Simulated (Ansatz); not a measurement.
# Ti3Al5: the cost of one run

Method: DFT r2SCAN, scalar-relativistic, plane waves, PAW, in Ansatz 0.2.0.

## Step 1: The structure to begin with

Symmetry: Pmmm, No. 47, orthorhombic system. The conventional cell has a = 3.901 Å, b = 4.014 Å, c = 8.083 Å, α = 90.00°, β = 90.00°, γ = 90.00°. Ti (site symmetry mm2) is surrounded by 10 Al at 2.72 to 2.94 Å and 2 Ti at 2.90 Å. Ti (site symmetry mmm) is surrounded by 8 Al at 2.80 Å and 4 Ti at 2.90 Å. Al (site symmetry mmm) is surrounded by 4 Al at 2.76 Å and 8 Ti at 2.80 to 2.94 Å. Al (site symmetry mmm) is surrounded by 4 Ti at 2.76 Å and 8 Al at 2.80 to 2.85 Å. Around Al (site symmetry mmm) lie 4 Ti at 2.72 Å and 8 Al at 2.80 to 2.89 Å. Around Al (site symmetry mm2) lie 6 Al at 2.76 to 2.89 Å and 6 Ti at 2.80 Å.

As a file:

```
CELL_PARAMETERS angstrom
3.90101 0.00000 0.00000
0.00000 4.01394 0.00000
0.00000 0.00000 8.08329
ATOMIC_POSITIONS crystal
Ti 0.00000 0.50000 0.26507
Ti 0.00000 0.50000 0.73493
Ti 0.50000 0.50000 0.00000
Al 0.00000 0.00000 0.00000
Al 0.00000 0.00000 0.50000
Al 0.50000 0.50000 0.50000
Al 0.50000 0.00000 0.24223
Al 0.50000 0.00000 0.75777
```

Source of the structure: the Materials Project (structure only).

(A quick probe on a coarse mesh, which set the mesh and smearing, is not shown.)

## Step 3: Full relaxation

Contents of input.yaml:

```yaml
crystal:
  lattice:
    - [3.90101378, 0.0, 0.0]
    - [0.0, 4.01393894, 0.0]
    - [0.0, 0.0, 8.0832905]
  atoms:
    - { symbol: Ti, position: [0.0, 0.5, 0.26506523] }
    - { symbol: Ti, position: [0.0, 0.5, 0.73493477] }
    - { symbol: Ti, position: [0.5, 0.5, 0.0] }
    - { symbol: Al, position: [0.0, 0.0, 0.0] }
    - { symbol: Al, position: [0.0, 0.0, 0.5] }
    - { symbol: Al, position: [0.5, 0.5, 0.5] }
    - { symbol: Al, position: [0.5, 0.0, 0.24223368] }
    - { symbol: Al, position: [0.5, 0.0, 0.75776632] }
basis:
  ecutwfc: 500
kpoints:
  mp_grid: { grid: [10, 10, 6] }
hamiltonian:
  xc: r2scan
scf:
  occupations: { method: gaussian, width: 0.1 }
output:
  forces: true
  stress: true
  eigenvalues: true
  write_density: true
  write_potential: true
  elf: true
  volumetric_format: npy
relax:
  adjacent_minimum: "off"
  f_tol: 0.005
  max_steps: 80
  cell: { stress_tol: 0.05 }
```

Command:

```sh
ansatz run input.yaml --threads 2 --pin off --max-ram 5120MiB --backend cpu --events-out ev --progress --plain --runs-dir out
```

**Question.** How long does this run take on 2 threads of Oxide Virtual Turin-like (Zen 5), shared host, and how much memory does it need?

About 2.2 min, with a peak of 1.1 GiB.
